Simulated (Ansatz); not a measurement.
Input:

Relaxed InN (zinc blende):

```
CELL_PARAMETERS angstrom
      0.00000     5.04898     5.04898
      2.52449     0.00000     2.52449
      2.52449     2.52449     0.00000
ATOMIC_POSITIONS crystal
  N  0.37500 0.75000 0.75000
  N  0.87500 0.75000 0.75000
  In 0.00000 0.00000 0.00000
  In 0.50000 0.00000 0.00000
```

A phonon eigenvector at L = (0.5, 0.0, 0.0) is frozen into this cell: atom i moves by Q times the vector below, so Q is the largest atomic displacement, in Å. The cell is held. (q is in reciprocal vectors of the primitive cell; the cell shown is doubled to hold the pattern.)

```
atom       x       y       z
----  ------  ------  ------
N1    -0.125   0.125   0.125
N2     0.125  -0.125  -0.125
In3   -0.577   0.577   0.577
In4    0.577  -0.577  -0.577
```

All values below come from PBE (plane waves to 420 eV, PAW, scalar-relativistic; Ansatz, a quantum-chemistry and plane-wave program). k mesh 11×11×11 (Γ-centred), Fermi-Dirac smearing 0.05 eV. E stands for the smeared free energy. With partly filled bands, energies and forces of such displacements shift with the k mesh and the smearing. At this level the bands of InN touch or barely overlap; measurements give the solid a gap. InN was relaxed with its symmetry unable to fall. ΔE is measured from the undisplaced structure.

The scan covers Q from -0.100 to 0.100 Å in 13 points.

Which space group does the distorted structure have?

R3m (No. 160), lowered from F-43m.

What is the energy change at Q = 0.100 Å?

199 meV/cell.

What harmonic wavenumber does the curvature at Q = 0 give?

217 cm⁻¹.

(A displaced cell: forces are minus the slopes of the energy, force constants its curvatures, and phonons follow from these.)
